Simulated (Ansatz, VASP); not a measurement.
**Two plane-wave programs on SiC3**

The input INCAR:

```
SYSTEM = SiC3
PREC = Accurate
ENCUT = 520
EDIFF = 1E-6
ISMEAR = 0
SIGMA = 0.1
LREAL = .False.
LASPH = .True.
NELM = 150
ALGO = Normal
ISIF = 2
LWAVE = .False.
LCHARG = .True.
ISPIN = 2
MAGMOM = 0 1 1 1
LORBIT = 11
GGA = PE
LELF = .True.
LVHAR = .True.
NBANDS = 20
```

KPOINTS

```
regular mesh
0
Gamma
  6 6 4
  0 0 0
```

The input POSCAR:

```
SiC3
1.0
    3.2405592200      0.0000000000      0.0000000000
   -1.6202796100      2.8064066000      0.0000000000
    0.0000000000      0.0000000000      4.9510651000
Si C
1 3
Direct
    0.0000000000      0.0000000000      0.0000000000
    0.0000000000      0.0000000000      0.7199185100
    0.0000000000      0.0000000000      0.2800814900
    0.6666666700      0.3333333300      0.5000000000
```

Input for Ansatz:

```yaml
crystal:
  lattice:
    - [3.24055922, 0.0, 0.0]
    - [-1.62027961, 2.8064066, 0.0]
    - [0.0, 0.0, 4.9510651]
  atoms:
    - { symbol: Si, position: [0.0, 0.0, 0.0] }
    - { symbol: C, position: [0.0, 0.0, 0.71991851], spin: 1.0 }
    - { symbol: C, position: [0.0, 0.0, 0.28008149], spin: 1.0 }
    - { symbol: C, position: [0.66666667, 0.33333333, 0.5], spin: 1.0 }
basis:
  ecutwfc: 420
kpoints:
  mp_grid: { grid: [6, 6, 4] }
hamiltonian:
  xc: pbe
scf:
  occupations: { method: gaussian, width: 0.1 }
  lower_state_search: "off"
output:
  forces: true
  stress: true
  eigenvalues: true
  populations: true
magnetization:
  spin_polarized: true
```

Alike in both runs: task single point; functional PBE; k mesh 6 × 6 × 4; occupations gaussian, width 0.1 eV; collinear spin.

```csv
,VASP,Ansatz
version,VASP 6.6.1,Ansatz 0.2.0
potentials or method,"VASP PAW PBE potentials, release 64 (Si, C)","scalar-relativistic, plane waves, PAW"
plane-wave cutoff (eV),520,420
valence electrons in the cell,16,16
```

```csv
,VASP,Ansatz,Ansatz less VASP
gap on the k mesh at the Fermi level (eV),none,none,-
rms of the force components (eV/Å),10.268,10.384,+0.1164
net moment per atom (μB),0.00,0.00,0.000
```

Atom by atom the forces differ by 0.116 eV/Å (rms over components). A gap of «none» marks a metal or a gap that the smearing closes. The functional is the same, so the differences come from potentials, cutoffs and numerics. Ansatz warned: «seeded_moment_not_kept».

Caveats: the k mesh is coarse (spacing up to 0.37 Å⁻¹), so the values aren't converged; forces of over 1 eV/Å show positions far from the minimum, so gaps and moduli don't describe the material at rest.
